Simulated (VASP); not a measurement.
# Cu (Fm-3m) in VASP: notebook

The runs below take Cu through single point, with PBE.

All numbers are computed with VASP 6.6.1; they aren't measurements. Logs are shortened: lines on timing, memory, paths and dates and some standing lists are left out, and cuts for length are marked.

## 1. The structure

Symmetry: Fm-3m, No. 225, cubic system. Conventional cell: a = 3.615 Å, b = 3.615 Å, c = 3.615 Å, α = 90.00°, β = 90.00°, γ = 90.00°. Around Cu (site symmetry m-3m) lie 12 Cu at 2.56 Å.

## 2. Single point, PBE

Input file INCAR:

```
SYSTEM = Cu
  PREC = Accurate
  ENCUT = 280
  EDIFF = 1E-7
  ISMEAR = 1
  SIGMA = 0.1
  LREAL = .False.
  LASPH = .True.
  NELM = 100
  ALGO = Normal
  ISIF = 2
  LWAVE = .False.
  LCHARG = .False.
  GGA = PE
  NBANDS = 12
  ADDGRID = .False.
```

Input file KPOINTS:

```
regular mesh
0
Gamma
  11 11 11
  0 0 0
```

Input file POSCAR:

```
Cu
1.0
    0.0000000000      1.8075000000      1.8075000000
    1.8075000000      0.0000000000      1.8075000000
    1.8075000000      1.8075000000      0.0000000000
Cu
1
Direct
    0.0000000000      0.0000000000      0.0000000000
```

Potentials or basis: VASP PAW PBE potentials, release 64 (Cu).

Command:

```console
cat potpaw_PBE.64/Cu/POTCAR > POTCAR
mpirun -np 1 vasp_std > vasp.out
```

OUTCAR:

```text
SYSTEM = Cu
   PREC = Accurate
   ENCUT = 280
   EDIFF = 1E-7
   ISMEAR = 1
   LREAL = .False.
   LASPH = .True.
   NELM = 100
   ISIF = 2
   GGA = PE

 Found     56 irreducible k-points:

 Following reciprocal coordinates:
            Coordinates               Weight
  0.000000  0.000000  0.000000      1.000000
  0.090909  0.000000  0.000000      8.000000
  0.181818  0.000000  0.000000      8.000000
  0.272727  0.000000  0.000000      8.000000
  0.363636  0.000000  0.000000      8.000000
  0.454545  0.000000  0.000000      8.000000
   k-points           NKPTS =     56   k-points in BZ     NKDIM =     56   number of bands    NBANDS=     12
   number of dos      NEDOS =    301   number of ions     NIONS =      1
   total plane-waves  NPLWV =   2744
   dimension x,y,z NGX =    14 NGY =   14 NGZ =   14
   dimension x,y,z NGXF=    28 NGYF=   28 NGZF=   28
   ions per type =               1
   NGX,Y,Z   is equivalent  to a cutoff of   9.11,  9.11,  9.11 a.u.
   NGXF,Y,Z  is equivalent  to a cutoff of  18.21, 18.21, 18.21 a.u.
 SYSTEM =  Cu
   PREC   = accura    normal or accurate (medium, high low for compatibility)
   ISTART =      0    job   : 0-new  1-cont  2-samecut
   ICHARG =      2    charge: 1-file 2-atom 10-const
   ISPIN  =      1    spin polarized calculation?
   LNONCOLLINEAR =      F non collinear calculations
   LSORBIT =      F    spin-orbit coupling
   LASPH  =      T    aspherical Exc in radial PAW
   ENCUT  =  280.0 eV  20.58 Ry    4.54 a.u.   3.49  3.49  3.49*2*pi/ulx,y,z
   NELM   =    100;   NELMIN=  2; NELMDL= -5     # of ELM steps
   EDIFF  = 0.1E-06   stopping-criterion for ELM
   LREAL  =      F    real-space projection
   EDIFFG = 0.1E-05   stopping-criterion for IOM
   NSW    =      0    number of steps for IOM
   IBRION =     -1    ionic relax: 0-MD 1-quasi-New 2-CG
   NFREE  =      0    steps in history (QN), initial steepest desc. (CG)
   ISIF   =      2    stress and relaxation
   ISYM   =      2    0-nonsym 1-usesym 2-fastsym
   POTIM  = 0.5000    time-step for ionic-motion
   TEBEG  =    0.0;   TEEND  =   0.0 temperature during run
   PSTRESS=    0.0 pullay stress
   NELECT =      11.0000    total number of electrons
   NUPDOWN=      -1.0000    fix difference up-down
   EMIN   =  10.00;   EMAX   =-10.00  energy-range for DOS
   EFERMI =   0.00;   METHOD = LEGACY
   ISMEAR =     1;   SIGMA  =   0.10  broadening in eV -4-tet -1-fermi 0-gaus
   EFERMI_NEDOS =   21; number of points for ismear=-14 and -15
   IALGO  =     38    algorithm
   IMIX   =      4    mixing-type and parameters
     AMIX     =   0.40;   BMIX     =  1.00
     AMIX_MAG =   1.60;   BMIX_MAG =  1.00
  volume/ion in A,a.u.               =      11.81        79.70
  Fermi-wavevector in a.u.,A,eV,Ry     =   1.598763  3.021224 34.777078  2.556043
  Thomas-Fermi vector in A             =   2.696162
   LORBIT       =      0    0 simple, 1 ext, 2 COOP (PROOUT), +10 PAW based schemes
   GGA     = PE    functional components
   LHFCALC =     F    Hartree Fock is set to
   AEXX    =    0.0000 exact exchange contribution
   IVDW    =     0    specifies the selected vdW correction
   LEPSILON=     F    determine dielectric tensor
   LRPA    =     F    only Hartree local field effects (RPA)
 non-spin polarized calculation
 Methfessel and Paxton  Order N= 1 SIGMA  =   0.10
  energy-cutoff  :      280.00
  volume of cell :       11.81
 maximum number of plane-waves:       137
 NGX is ok and might be reduce to    14
   NGX =  7   NGY =  7   NGZ =  7

 number of electron      10.9999928 magnetization

 Free energy of the ion-electron system (eV)
  ---------------------------------------------------
  ext. energy  EPLUGINS =         0.00000000
  ---------------------------------------------------
  free energy    TOTEN  =        -3.70969081 eV

  energy without entropy =       -3.71022845  energy(sigma->0) =       -3.70987002

 E-fermi :   7.6229     XC(G=0): -12.7206

 val. band max:        7.5325338921   @ k =   0.4545   0.2727   0.0000
 cond. band min:       7.7782871393   @ k =   0.4545   0.3636   0.0000
 fundamental gap:      0.2457532473
 Fermi energy:         7.6229454086

 k-point     1 :       0.0000    0.0000    0.0000
  band No.  band energies     occupation
      1      -1.7645      2.00000
      2       4.5418      2.00000
      3       4.5418      2.00000
      4       4.5418      2.00000
      5       5.3628      2.00000
      6       5.3628      2.00000
      7      30.1916      0.00000
      8      32.8259      0.00000
      9      32.8260      0.00000
     10      32.8260      0.00000
     11      35.3150      0.00000
     12      35.3150      0.00000

 k-point     2 :       0.0909    0.0000    0.0000
  band No.  band energies     occupation
      1      -1.4645      2.00000
      2       4.4851      2.00000
      3       4.6012      2.00000
      4       4.6012      2.00000
      5       5.3467      2.00000
      6       5.3467      2.00000
      7      28.1101      0.00000
      8      30.9993      0.00000
      9      32.0383      0.00000
     10      32.0383      0.00000
     11      36.5167      0.00000
     12      36.5167      0.00000

 k-point     3 :       0.1818    0.0000    0.0000
  band No.  band energies     occupation
      1      -0.5949      2.00000
      2       4.3465      2.00000
      3       4.6956      2.00000
      4       4.6956      2.00000
      5       5.3511      2.00000
      6       5.3512      2.00000
      7      23.4458      0.00000
      8      30.5396      0.00000
      9      30.9934      0.00000
     10      30.9934      0.00000
     11      37.1553      0.00000
     12      37.5795      0.00000

 k-point     4 :       0.2727    0.0000    0.0000
  band No.  band energies     occupation
      1       0.7067      2.00000
      2       4.3082      2.00000
      3       4.6874      2.00000
      4       4.6874      2.00000
      5       5.5008      2.00000
      6       5.5008      2.00000
      7      18.9376      0.00000
      8      29.8855      0.00000
      9      30.2485      0.00000
     10      30.2485      0.00000
     11      35.5496      0.00000
     12      35.5496      0.00000

 k-point     5 :       0.3636    0.0000    0.0000
  band No.  band energies     occupation
      1       1.9613      2.00000
      2       4.5983      2.00000
      3       4.5983      2.00000
      4       4.8364      2.00000
      5       5.7431      2.00000
      6       5.7432      2.00000
      7      14.9234      0.00000
      8      29.1815      0.00000
      9      29.8299      0.00000
     10      29.8300      0.00000
     11      33.7757      0.00000
     12      33.7758      0.00000

 k-point     6 :       0.4545    0.0000    0.0000
  band No.  band energies     occupation
      1       2.4672      2.00000
      2       4.5271      2.00000
      3       4.5271      2.00000
      4       5.9075      2.00000
      5       5.9075      2.00000
      6       6.2173      2.00000
      7      11.8866      0.00000
      8      28.7454      0.00000
      9      29.6722      0.00000
     10      29.6722      0.00000
     11      32.7902      0.00000
     12      32.7903      0.00000

 [... further k-points ...]

------------------------ aborting loop because EDIFF is reached ----------------------------------------

  FORCE on cell =-STRESS in cart. coord.  units (eV):
  Direction    XX          YY          ZZ          XY          YZ          ZX
  --------------------------------------------------------------------------------------
  -------------------------------------------------------------------------------------
  Total       -0.5652928     -0.5652928     -0.5652928      0.0000000      0.0000000      0.0000000
  in kB      -76.6865413    -76.6865413    -76.6865413      0.0000000      0.0000000      0.0000000
  external PRESSURE =     -76.6865413 kB  Pullay stress =       0.0000000 kB

 VOLUME and BASIS-vectors are now :
 -----------------------------------------------------------------------------
  energy-cutoff  :      280.00
  volume of cell :       11.81
      direct lattice vectors                 reciprocal lattice vectors
     0.000000000  1.807500000  1.807500000    -0.276625173  0.276625173  0.276625173
     1.807500000  0.000000000  1.807500000     0.276625173 -0.276625173  0.276625173
     1.807500000  1.807500000  0.000000000     0.276625173  0.276625173 -0.276625173

 POSITION                                       TOTAL-FORCE (eV/Angst)
 -----------------------------------------------------------------------------------
      0.00000      0.00000      0.00000         0.000000      0.000000     -0.000000
 -----------------------------------------------------------------------------------
    total drift:                               -0.000000     -0.000000      0.000000

  FREE ENERGIE OF THE ION-ELECTRON SYSTEM (eV)
  ---------------------------------------------------
  free  energy   TOTEN  =        -3.7096908094 eV

  energy  without entropy=       -3.7102284496  energy(sigma->0) =       -3.70987002
```

Run time: 2.5 s. Hardware: 1 thread of AMD EPYC 9R45 (Zen 5), shared host; peak memory 0.08 GiB.

The run converged, but a check on its numbers failed (symmetry, net force, bounds or a known fault of this set-up), so they aren't taken as properties of the crystal.

Caveat: the cutoff lies under the usual one of these potentials, so the numbers hold a large basis-set error.

## 3. Single point, PBE

INCAR is that of step 2.

KPOINTS is that of step 2.

Input file POSCAR:

```
Cu
1.0
   -0.0335610000      1.7894160000      1.7776830000
    1.7981850000     -0.0227470000      1.7668690000
    1.8176490000      1.7980650000     -0.0422110000
Cu
1
Direct
    0.0167750000     -0.0332640000      0.0016970000
```

Potentials or basis: VASP PAW PBE potentials, release 64 (Cu).

Command:

```console
cat potpaw_PBE.64/Cu/POTCAR > POTCAR
mpirun -np 1 vasp_std > vasp.out
```

OUTCAR:

```text
SYSTEM = Cu
   PREC = Accurate
   ENCUT = 280
   EDIFF = 1E-7
   ISMEAR = 1
   LREAL = .False.
   LASPH = .True.
   NELM = 100
   ISIF = 2
   GGA = PE

 Found    666 irreducible k-points:

 Following reciprocal coordinates:
            Coordinates               Weight
  0.000000  0.000000  0.000000      1.000000
  0.090909 -0.000000 -0.000000      2.000000
  0.181818 -0.000000 -0.000000      2.000000
  0.272727 -0.000000 -0.000000      2.000000
  0.363636 -0.000000 -0.000000      2.000000
  0.454545  0.000000 -0.000000      2.000000
   k-points           NKPTS =    666   k-points in BZ     NKDIM =    666   number of bands    NBANDS=     12
   number of dos      NEDOS =    301   number of ions     NIONS =      1
   total plane-waves  NPLWV =   2744
   dimension x,y,z NGX =    14 NGY =   14 NGZ =   14
   dimension x,y,z NGXF=    28 NGYF=   28 NGZF=   28
   ions per type =               1
   NGX,Y,Z   is equivalent  to a cutoff of   9.23,  9.23,  9.10 a.u.
   NGXF,Y,Z  is equivalent  to a cutoff of  18.45, 18.46, 18.20 a.u.
 SYSTEM =  Cu
   PREC   = accura    normal or accurate (medium, high low for compatibility)
   ISTART =      0    job   : 0-new  1-cont  2-samecut
   ICHARG =      2    charge: 1-file 2-atom 10-const
   ISPIN  =      1    spin polarized calculation?
   LNONCOLLINEAR =      F non collinear calculations
   LSORBIT =      F    spin-orbit coupling
[... 68 lines left out ...]
      7      30.0530      0.00000
      8      32.1056      0.00000
      9      32.7024      0.00000
     10      33.8758      0.00000
     11      34.6749      0.00000
     12      35.1718      0.00000
[... 61 lines left out ...]
 k-point     6 :       0.4545    0.0000   -0.0000
  band No.  band energies     occupation
      1       2.4448      2.00000
      2       4.4553      2.00000
      3       4.6092      2.00000
      4       5.8476      2.00000
      5       5.9454      2.00000
      6       6.1425      2.00000
      7      11.7483      0.00000
      8      28.7732      0.00000
      9      29.7777      0.00000
     10      30.1459      0.00000
     11      32.7508      0.00000
     12      33.1792      0.00000

 [... further k-points ...]

------------------------ aborting loop because EDIFF is reached ----------------------------------------

  FORCE on cell =-STRESS in cart. coord.  units (eV):
  Direction    XX          YY          ZZ          XY          YZ          ZX
  --------------------------------------------------------------------------------------
  -------------------------------------------------------------------------------------
  Total       -0.5641014     -0.5872163     -0.5325000      0.0379754      0.1221253      0.2135733
  in kB      -76.5249281    -79.6606466    -72.2379440      5.1516714     16.5672839     28.9729554
  external PRESSURE =     -76.1411729 kB  Pullay stress =       0.0000000 kB

 VOLUME and BASIS-vectors are now :
 -----------------------------------------------------------------------------
  energy-cutoff  :      280.00
  volume of cell :       11.81
      direct lattice vectors                 reciprocal lattice vectors
    -0.033561000  1.789416000  1.777683000    -0.268914128  0.278352052  0.277263920
     1.798185000 -0.022747000  1.766869000     0.277037260 -0.273469598  0.280504747
     1.817649000  1.798065000 -0.042211000     0.271125354  0.275680674 -0.272381618

 POSITION                                       TOTAL-FORCE (eV/Angst)
 -----------------------------------------------------------------------------------
      1.74089      0.01108      1.73784         0.000000      0.000000      0.000000
 -----------------------------------------------------------------------------------
    total drift:                               -0.000232     -0.000070     -0.000087

  FREE ENERGIE OF THE ION-ELECTRON SYSTEM (eV)
  ---------------------------------------------------
  free  energy   TOTEN  =        -3.7038377414 eV

  energy  without entropy=       -3.7038974433  energy(sigma->0) =       -3.70385764
```

OSZICAR:

```text
N       E                     dE             d eps       ncg     rms          rms(c)
DAV:   1     0.311155417724E+02    0.31116E+02   -0.37240E+03 17676   0.944E+02
DAV:   2    -0.396755131903E+01   -0.35083E+02   -0.32494E+02 16472   0.156E+02
DAV:   3    -0.461865159842E+01   -0.65110E+00   -0.64922E+00 18784   0.252E+01
DAV:   4    -0.462174786033E+01   -0.30963E-02   -0.30961E-02 17712   0.153E+00
DAV:   5    -0.462177214693E+01   -0.24287E-04   -0.24287E-04 18952   0.141E-01    0.773E+00
DAV:   6    -0.408099190354E+01    0.54078E+00   -0.14643E+01 19004   0.651E+01    0.390E+00
DAV:   7    -0.371537166076E+01    0.36562E+00   -0.22399E+00 19008   0.253E+01    0.540E-01
DAV:   8    -0.370549129556E+01    0.98804E-02   -0.41250E-03 18176   0.932E-01    0.306E-01
DAV:   9    -0.370383810267E+01    0.16532E-02   -0.99007E-03 19508   0.155E+00    0.274E-02
DAV:  10    -0.370383975916E+01   -0.16565E-05   -0.22538E-05 22776   0.667E-02    0.114E-02
DAV:  11    -0.370383767948E+01    0.20797E-05   -0.37584E-06 19868   0.320E-02    0.265E-04
DAV:  12    -0.370383774144E+01   -0.61964E-07   -0.21691E-08 11364   0.170E-03
   1 F= -.37038377E+01 E0= -.37038576E+01  d E =0.597019E-04
```

stdout:

```text
POSCAR found type information on POSCAR Cu
 POSCAR found :  1 types and       1 ions
 scaLAPACK will be used
 LDA part: xc-table for (Slater+PW92), standard interpolation
 POSCAR, INCAR and KPOINTS ok, starting setup
 FFT: planning ... GRIDC
 FFT: planning ... GRID_SOFT
 FFT: planning ... GRID
 WAVECAR not read
 entering main loop
```

Run time: 19 s. Hardware: 1 thread of AMD EPYC 9R45 (Zen 5), shared host; peak memory 0.11 GiB.

The run converged, but a check on its numbers failed (symmetry, net force, bounds or a known fault of this set-up), so they aren't taken as properties of the crystal.

Caveat: the cutoff lies under the usual one of these potentials, so the numbers hold a large basis-set error.

(Part 1 of 2 ends here.)
